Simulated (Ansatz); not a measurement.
## A series in volume scale on HgSe

All results are calculated (Ansatz 0.2.0). Periodic Kohn-Sham DFT of a crystal at fixed atoms, scaled to volume_scale times the given cell; pressure positive in compression, energy less spherical unpolarised free atoms, largest_vzz the field gradient of largest size among the nuclei.

The cell before it is scaled or strained (space group F-43m, No. 216):
```
cell vectors (Å)
   0.0000     3.0360     3.0360
   3.0360     0.0000     3.0360
   3.0360     3.0360     0.0000
atoms (fractions of the cell vectors)
Hg  0.00000  0.00000  0.00000
Se  0.75000  0.75000  0.75000
```

Settings of every row: method frozen-core PAW; functional PBE; relativity scalar; k mesh 9x9x9; filling fermi-dirac; smearing width 0.02 eV; wave cutoff 420 eV; paw set soft_2.

Atom start moment: 0 on all atoms.

Limits: no spin-orbit coupling on heavy atoms.

```csv
row,volume scale,V (Å³/atom),pressure (GPa)
1,0.96,26.864,7.857
2,0.98,27.424,6.299
3,1,27.984,?
4,1.02,28.543,3.658
5,1.04,29.103,2.541
```

Question: what pressure should row 3 give?

Worked fit of pressure. Take u = (V_r/V)^(2/3) − 1 with V_r = 27.983 Å³ an atom, which is twice the finite (Eulerian) strain; such expansions in the strain, on which the Birch-Murnaghan equation of state is built, carry the rest volume and the bulk modulus. The shown rows have u = 0.02758, 0.01354, -0.01312, -0.02582. Least squares give pressure = 4.9065 + 99.024 × u + 287.8 × u² GPa; a straight line predicts inner rows, each left out in turn, worse (root mean square 0.12 against 0.0027 GPa). The rows lie off it by 0.001, -0.001, 0.001, -0.001. The withheld row has u = -2e-05, so the fit gives 4.9065 + 99.024 × (-2e-05) + 287.8 × (-2e-05)² = 4.905 GPa.

The calculation gave 4.905 GPa. The fit meets it to the printed digit.
